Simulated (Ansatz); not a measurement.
Runs of Ansatz 0.2.0 on Y. It takes space group Fm-3m (No. 225, cubic). Conventional cell: a = 5.104 Å, b = 5.104 Å, c = 5.104 Å, α = 90.00°, β = 90.00°, γ = 90.00°. Around Y (site symmetry m-3m) lie 12 Y at 3.61 Å. This isn't the form of Y at room conditions, which is hcp.

```csv
task,level,potentials or basis,spin,U,cell,k mesh,cutoff (eV),smearing,driver,points for each segment of the path,hubbard projectors,double counting,other keys,gap on the mesh (eV),pressure (GPa)
electrostatic potential,PBE,Ansatz PAW,"SOC, no magnetisation",-,as given,9 × 9 × 9,420,methfessel-paxton 0.15 eV,-,-,-,-,-,none,-0.9
Wannier functions,r2SCAN+rVV10,PseudoDojo standard,"collinear, ferromagnetic start",-,as given,14 × 14 × 14,980,fermi-dirac 0.01 eV,chain,-,-,-,kpoints.mp_grid.grid = 14 × 14 × 14,none,-
electrostatic potential,PBE,Ansatz PAW,"SOC, no magnetisation",-,as given,9 × 9 × 9,420,methfessel-paxton 0.15 eV,chain,-,-,-,-,none,-0.9
projected density of states,PBEsol,PseudoDojo stringent,"SOC, no magnetisation",-,as given,9 × 9 × 9,980,tetrahedron,chain,-,-,-,-,none,-2.8
band structure,r2SCAN+U,Ansatz PAW,"SOC, no magnetisation",Y d U = 1 eV,as given,9 × 9 × 9,500,tetrahedron,chain,14,ortho-atomic (the default),fll (the default),-,none,1.4
single point,r2SCAN+D3(BJ),JTH PAW LDA,off,-,volume scaled by 0.96,9 × 9 × 9,870,cold 0.05 eV,chain,-,-,-,-,none,(a)
```

Question: Estimate the missing entries.

Answer: (a) 0.9.

Caveats: pairwise dispersion overbinds metals, which lowers pressure and volume (some runs); with tetrahedron occupations forces and stress needn't match the slope of the energy (some runs); the PAW data sets were made with another functional, which shifts forces and pressure a little (some runs); the meta-GGA runs on potentials made for a GGA (some runs); the rVV10 pressure on norm-conserving files is uncertain (some runs); the magnetic or orbital state may not be the lowest (some runs); the potentials were made for another functional, which shifts forces and pressure (some runs).

A k mesh can miss the band edges, and rows without SOC leave out spin-orbit coupling on Y.

A gap of «none» marks a metal or a gap under the smearing width.
